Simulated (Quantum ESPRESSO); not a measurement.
Hf under changes of volume

One of the cells (22.380 Å³/atom); the others are scaled copies at fixed shape and fractional positions:

```xyz
2
Lattice="3.1967 0.0000 0.0000 -1.5983 2.7684 0.0000 0.0000 0.0000 5.0578" Properties=species:S:1:pos:R:3 pbc="T T T"
Hf    1.5984    0.9228    3.7934
Hf    0.0000    1.8456    1.2645
```

* Program: Quantum ESPRESSO 7.5
* Functional: r2SCAN
* Potentials or basis: SG15 PBE 1.2
* Cutoff: 884 eV
* Density cutoff: 3537 eV
* k mesh: 6 × 6 × 3
* Occupations: fermi-dirac, width 0.05 eV
* Spin: no spin polarisation

| volume (Å³/atom) | energy over the lowest point (meV/atom) | pressure (GPa) |
| --- | --- | --- |
| 21.037 | 0.00 | 0.9 |
| 21.485 | 0.64 | -1.6 |
| 21.933 | 8.02 | -3.8 |
| 22.380 | 21.50 | -5.9 |
| 22.828 | 40.60 | -7.8 |
| 23.276 | 64.78 | -9.5 |
| 23.723 | ? | ? |

Q: What does the run at 23.723 Å³/atom give?

A: Energy over the lowest point 93.60 meV/atom; pressure -11.1 GPa.

Worked out: A Birch-Murnaghan fit of order 3 (a polynomial in V^(-2/3)) to the other rows has its minimum at 21.22 Å³/atom with B0 = V·E''(V) = 121 GPa and B' = 3.5 at fixed shape and positions, which overstates the stiffness. It gives 93.53 meV/atom at 23.723 Å³/atom, against the run's 93.60, and -dE/dV = -11.1 GPa, against -11.1.

Energies are extrapolated to zero smearing.

Caveats: all runs use coarse meshes; the potentials were made for another functional, which shifts forces and pressure.
